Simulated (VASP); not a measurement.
Write the native input for VASP 6.6.1 that does the following.

| Quantity | Value |
| --- | --- |
| Task | relaxation of cell and atoms |
| Functional | rev-vdW-DF2 |
| Potentials or basis | VASP PAW PBE potentials, release 64 (Ti_sv, Si) |
| Cutoff | 600 eV |
| k mesh | 5 × 5 × 5 |
| Occupations | fermi-dirac, width 0.05 eV |
| Spin | no spin polarisation |
| Further INCAR settings | ALGO = Normal; EDIFF = 1e-06; IBRION = 2; EDIFFG = -0.01; NSW = 60; ISIF = 3 |

The structure of TiSi2 lies in POSCAR:

```
TiSi2
1.0
    0.0000000000      4.1175163063      4.2628978354
    2.3895119538      0.0000000000      4.2628978354
    2.3895119538      4.1175163063      0.0000000000
Ti Si
2 4
Direct
    0.7500000000      0.7500000000      0.7500000000
    0.5000000000      0.5000000000      0.5000000000
    0.4125656100      0.0874343900      0.4125656100
    0.0874343900      0.4125656100      0.0874343900
    0.1625656100      0.8374343900      0.1625656100
    0.8374343900      0.1625656100      0.8374343900
```

The cell is a database's computed one.

The input as run:

INCAR

```
SYSTEM = TiSi2
AGGAC    = 0.0          
ALGO     = Normal         ! electronic algorithm
EDIFF    = 1E-6           ! SCF threshold, eV
EDIFFG   = -0.01          ! ionic threshold
ENCUT    = 600            ! plane-wave cutoff, eV
GGA      = MK             ! functional
IBRION   = 2              ! ionic algorithm
ISIF     = 3              ! what is computed and relaxed
ISMEAR   = -1             ! smearing method
LASPH    = .True.         ! aspherical terms in the spheres
LCHARG   = .False.        ! write CHGCAR
LREAL    = .False.        ! projectors in reciprocal space
LUSE_VDW = .True.       
LWAVE    = .False.        ! write WAVECAR
NELM     = 80             ! most SCF steps
NSW      = 60             ! ionic steps
PARAM1   = 0.1234       
PARAM2   = 0.711357     
PREC     = Accurate       ! precision mode
SIGMA    = 0.05           ! smearing width, eV
ZAB_VDW  = -1.8867
```

KPOINTS

```
k-points
0
Gamma
  5 5 5
  0 0 0
```

Potentials or basis: VASP PAW PBE potentials, release 64 (Ti_sv, Si).

Run with:

```bash
$ cat potpaw_PBE.64/Ti_sv/POTCAR potpaw_PBE.64/Si/POTCAR > POTCAR
$ mpirun -np 1 vasp_std > vasp.out
```

Results of the run:

```
Relaxed volume                         : 14.10 Å³/atom
Relaxed cell                           : a = 5.949 Å, b = 4.912 Å, c = 4.765 Å, α = 75.84°, β = 53.20°, γ = 50.95°
Space group after relaxing (to 0.05 Å) : Fddd (No. 70)
Energy gained by relaxing              : 0.8 meV/atom
Ionic steps                            : 7
Pressure after relaxing                : 0.0 GPa
Largest force after relaxing           : 0.009 eV/Å
Band gap on the k mesh                 : none (metal or under the smearing width)
```

Caveat: the PAW data sets were made with another functional, which shifts forces and pressure a little.

Wall time 10 min on 1 thread of Intel(R) Xeon(R) 6975P-C (Granite Rapids) (shared host), peak memory 0.68 GiB.
